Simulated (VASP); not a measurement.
# Ta in VASP: single point with PBE

Aim: the single point of Ta with PBE.

Everything below comes from runs of VASP 6.6.1. Logs are shortened: lines on timing, memory, paths and dates and some standing lists are left out, and cuts for length are marked.

## 1. The cell of the first run

The cell holds a slab with vacuum, 5 atoms: a = 2.874 Å, b = 2.874 Å, c = 24.388 Å, α = 90.00°, β = 90.00°, γ = 109.47°.

The slab is cut from a database's or a generator's crystal, which needn't be the stable form of the element.

## 2. Single point, PBE, non-collinear spin, zero start, spin-orbit coupling (bands of the relaxed slab with spin-orbit coupling)

The input, INCAR:

```
PREC = Accurate
ENCUT = 520
EDIFF = 1E-6
ISMEAR = 0
SIGMA = 0.1
LREAL = False
LASPH = True
NELM = 150
ALGO = Normal
ISIF = 2
LWAVE = False
LCHARG = False
MAGMOM = 0 0 0 0 0 0 0 0 0 0 0 0 0 0 0
LORBIT = 11
LSORBIT = True
GGA_COMPAT = False
LORBMOM = True
LMAXMIX = 4
LDIPOL = True
IDIPOL = 3
DIPOL = 0.5 0.5 0.500
GGA = PE
NBANDS = 70
```

The input, KPOINTS:

```
Automatic mesh
0
Gamma
  13 13 1
```

The input, POSCAR:

```
Ta
1.0
    2.8743851013      0.0000000000      0.0000000000
   -0.9581283671      2.7099962625      0.0000000000
    0.0000000000      0.0000000000     24.3877024301
Ta
5
Direct
    0.5000000000      0.5000000000      0.3120339112
    0.0000000000      0.0000000000      0.4039971152
    0.5000000000      0.5000000000      0.4999999991
    0.0000000000      0.0000000000      0.5960028785
    0.5000000000      0.5000000000      0.6879660961
```

Potentials or basis: VASP PAW PBE potentials, release 64 (Ta_pv).

On the command line:

```
$ cat potpaw_PBE.64/Ta_pv/POTCAR > POTCAR
$ mpirun -np 1 vasp_ncl > vasp.out
```

OUTCAR:

```text
PREC = Accurate
   ENCUT = 520
   EDIFF = 1E-6
   ISMEAR = 0
   LREAL = False
   LASPH = True
   NELM = 150
   ISIF = 2
   LORBIT = 11
   LSORBIT = True
   GGA = PE

 ion  position               nearest neighbor table
   1  0.500  0.500  0.312-   2 2.79   2 2.79   2 3.25   2 3.25
   2  0.000  0.000  0.404-   1 2.79   1 2.79   3 2.87   3 2.87   1 3.25   1 3.25   3 3.32   3 3.32

   3  0.500  0.500  0.500-   4 2.87   4 2.87   2 2.87   2 2.87   4 3.32   4 3.32   2 3.32   2 3.32

   4  0.000  0.000  0.596-   5 2.79   5 2.79   3 2.87   3 2.87   5 3.25   5 3.25   3 3.32   3 3.32

   5  0.500  0.500  0.688-   4 2.79   4 2.79   4 3.25   4 3.25

  LATTYP: Found a base centered orthorhombic cell.
 ALAT       =     3.3190540240
 B/A-ratio  =     1.4142135624
 C/A-ratio  =     7.3477871267

  Lattice vectors:

 A1 = (   2.8743851013,   0.0000000000,   0.0000000000)
 A2 = (  -0.9581283671,   2.7099962625,   0.0000000000)
 A3 = (   0.0000000000,   0.0000000000,  24.3877024301)

Analysis of symmetry for initial positions (statically):
=====================================================================
 Subroutine PRICEL returns:
 Original cell was already a primitive cell.

 Routine SETGRP: Setting up the symmetry group for a
 base centered orthorhombic supercell.

 Subroutine GETGRP returns: Found  8 space group operations
 (whereof  8 operations were pure point group operations)
 out of a pool of  8 trial point group operations.

The static configuration has the point symmetry D_2h.

Analysis of symmetry for dynamics (positions and initial velocities):
=====================================================================
 Subroutine PRICEL returns:
 Original cell was already a primitive cell.

 Routine SETGRP: Setting up the symmetry group for a
 base centered orthorhombic supercell.

 Subroutine GETGRP returns: Found  8 space group operations
 (whereof  8 operations were pure point group operations)
 out of a pool of  8 trial point group operations.

The dynamic configuration has the point symmetry D_2h.

Analysis of structural, dynamic, and magnetic symmetry:
=====================================================================
 Subroutine PRICEL returns:
 Original cell was already a primitive cell.

 Routine SETGRP: Setting up the symmetry group for a
 base centered orthorhombic supercell.

 Subroutine GETGRP returns: Found  8 space group operations
 (whereof  8 operations were pure point group operations)
 out of a pool of  8 trial point group operations.

The overall configuration has the point symmetry D_2h.

 Subroutine INISYM returns: Found  8 space group operations
 (whereof  8 operations are pure point group operations),
[... 1884 lines left out ...]

 vacuum level on the upper side and lower side of the slab         4.869         4.869

 orbital moment (x)

 # of ion     p       d       tot
 ----------------------------------------
  1        -0.000   0.000   0.000
  2         0.000   0.000   0.000
  3         0.000   0.000   0.000
  4        -0.000  -0.000  -0.000
  5         0.000  -0.000  -0.000
 ----------------------------------------
            0.000   0.000   0.000

 orbital moment (y)

 # of ion     p       d       tot
 ----------------------------------------
  1         0.000   0.000   0.000
  2         0.000   0.000   0.000
  3         0.000   0.000   0.000
  4         0.000  -0.000  -0.000
  5         0.000  -0.000  -0.000
 ----------------------------------------
            0.000   0.000   0.000

 orbital moment (z)

 # of ion     p       d       tot
 ----------------------------------------
  1        -0.000  -0.000  -0.000
  2         0.000  -0.000  -0.000
  3        -0.000   0.000  -0.000
  4        -0.000   0.000   0.000
  5         0.000  -0.000  -0.000
 ----------------------------------------
           -0.000  -0.000  -0.000

 Spin-Orbit-Coupling matrix elements

 Ion:    1  E_soc:     -1.4441590
 l=   1
     0.0000000    -0.2170584    -0.2182862
    -0.2170584     0.0000000    -0.2171933
    -0.2182862    -0.2171933     0.0000000
 l=   2
     0.0000000    -0.0045912     0.0000000    -0.0041255    -0.0182845
    -0.0045912     0.0000000    -0.0140504    -0.0047484    -0.0050564
     0.0000000    -0.0140504     0.0000000    -0.0135210     0.0000000
    -0.0041255    -0.0047484    -0.0135210     0.0000000    -0.0051644
    -0.0182845    -0.0050564     0.0000000    -0.0051644     0.0000000
 l=   3
     0.0000000     0.0000000     0.0000000     0.0000000     0.0000000     0.0000000     0.0000000
     0.0000000     0.0000000     0.0000000     0.0000000     0.0000000     0.0000000     0.0000000
     0.0000000     0.0000000     0.0000000     0.0000000     0.0000000     0.0000000     0.0000000
     0.0000000     0.0000000     0.0000000     0.0000000     0.0000000     0.0000000     0.0000000
[... 69 lines left out ...]
 l=   2
     0.0000000    -0.0045912     0.0000000    -0.0041255    -0.0182845
    -0.0045912     0.0000000    -0.0140504    -0.0047484    -0.0050564
     0.0000000    -0.0140504     0.0000000    -0.0135210     0.0000000
    -0.0041255    -0.0047484    -0.0135210     0.0000000    -0.0051644
    -0.0182845    -0.0050564     0.0000000    -0.0051644     0.0000000
 l=   3
     0.0000000     0.0000000     0.0000000     0.0000000     0.0000000     0.0000000     0.0000000
     0.0000000     0.0000000     0.0000000     0.0000000     0.0000000     0.0000000     0.0000000
     0.0000000     0.0000000     0.0000000     0.0000000     0.0000000     0.0000000     0.0000000
     0.0000000     0.0000000     0.0000000     0.0000000     0.0000000     0.0000000     0.0000000
     0.0000000     0.0000000     0.0000000     0.0000000     0.0000000     0.0000000     0.0000000
     0.0000000     0.0000000     0.0000000     0.0000000     0.0000000     0.0000000     0.0000000
     0.0000000     0.0000000     0.0000000     0.0000000     0.0000000     0.0000000     0.0000000

 total charge

# of ion       s       p       d       tot
------------------------------------------
    1        0.378   6.092   2.398   8.868
    2        0.373   6.175   2.402   8.950
    3        0.366   6.175   2.369   8.910
    4        0.373   6.175   2.402   8.950
    5        0.378   6.092   2.398   8.868
--------------------------------------------------
tot          1.869  30.709  11.969  44.547

 magnetization (x)

# of ion       s       p       d       tot
------------------------------------------
    1        0.000   0.000   0.000   0.000
    2        0.000   0.000   0.000   0.000
    3        0.000   0.000   0.000   0.000
    4        0.000   0.000   0.000   0.000
    5        0.000   0.000   0.000   0.000
--------------------------------------------------
tot          0.000   0.000   0.000   0.000

 magnetization (y)

# of ion       s       p       d       tot
------------------------------------------
    1        0.000   0.000   0.000   0.000
    2        0.000   0.000   0.000   0.000
    3        0.000   0.000   0.000   0.000
    4        0.000   0.000   0.000   0.000
    5        0.000   0.000   0.000   0.000
--------------------------------------------------
tot          0.000   0.000   0.000   0.000

 magnetization (z)

# of ion       s       p       d       tot
------------------------------------------
    1        0.000   0.000  -0.000  -0.000
    2        0.000  -0.000  -0.000  -0.000
    3        0.000   0.000  -0.000  -0.000
    4        0.000  -0.000   0.000   0.000
    5        0.000   0.000   0.000   0.000
--------------------------------------------------
tot          0.000   0.000  -0.000  -0.000
```

OSZICAR:

```text
N       E                     dE             d eps       ncg     rms          rms(c)
DAV:   1     0.521608424293E+03    0.52161E+03   -0.31002E+04  8372   0.145E+03
DAV:   2    -0.396906133036E+02   -0.56130E+03   -0.54730E+03  7858   0.416E+02
DAV:   3    -0.639359206014E+02   -0.24245E+02   -0.22989E+02  8768   0.766E+01
[... 20 lines left out ...]
DAV:  24    -0.603808862342E+02   -0.24172E-04   -0.87471E-07  5146   0.453E-03    0.855E-04
DAV:  25    -0.603808941367E+02   -0.79024E-05   -0.24586E-07  4806   0.295E-03    0.107E-03
DAV:  26    -0.603808974213E+02   -0.32847E-05   -0.10304E-07  4588   0.169E-03    0.390E-04
DAV:  27    -0.603808985013E+02   -0.10800E-05   -0.49364E-08  4446   0.990E-04    0.178E-04
DAV:  28    -0.603808987660E+02   -0.26474E-06   -0.16959E-08  4218   0.386E-04
   1 F= -.60380899E+02 E0= -.60362938E+02  d E =-.359210E-01  mag=     0.0000    -0.0000     0.0000
```

stdout:

```text
POSCAR found type information on POSCAR Ta
 POSCAR found :  1 types and       5 ions
 scaLAPACK will be used
 LDA part: xc-table for (Slater+PW92), standard interpolation
 POSCAR, INCAR and KPOINTS ok, starting setup
 FFT: planning ... GRIDC
 FFT: planning ... GRID_SOFT
 FFT: planning ... GRID
 WAVECAR not read
 entering main loop
```

Run time: 42 min. Hardware: 1 thread of Intel Xeon 6975P-C (Granite Rapids), shared host; peak memory 1.3 GiB.

Results:

```
Free energy                                           : -60.3809 eV
Largest force                                         : 0.010 eV/Å
Net moment                                            : 0.00 μB per cell
Valence electrons inside the program's atomic spheres : Ta 8.87, 8.95, 8.91
```

Forces on the atoms (eV/Å):
```
Ta   0.000  0.000  0.006
Ta   0.000  0.000 -0.010
Ta   0.000  0.000  0.000
Ta   0.000  0.000  0.010
Ta   0.000  0.000 -0.006
```

Moments on the atoms (μB; x, y, z):
```
Ta  0.00 0.00 0.00
Ta  0.00 0.00 0.00
Ta  0.00 0.00 0.00
Ta  0.00 0.00 0.00
Ta  0.00 0.00 0.00
```
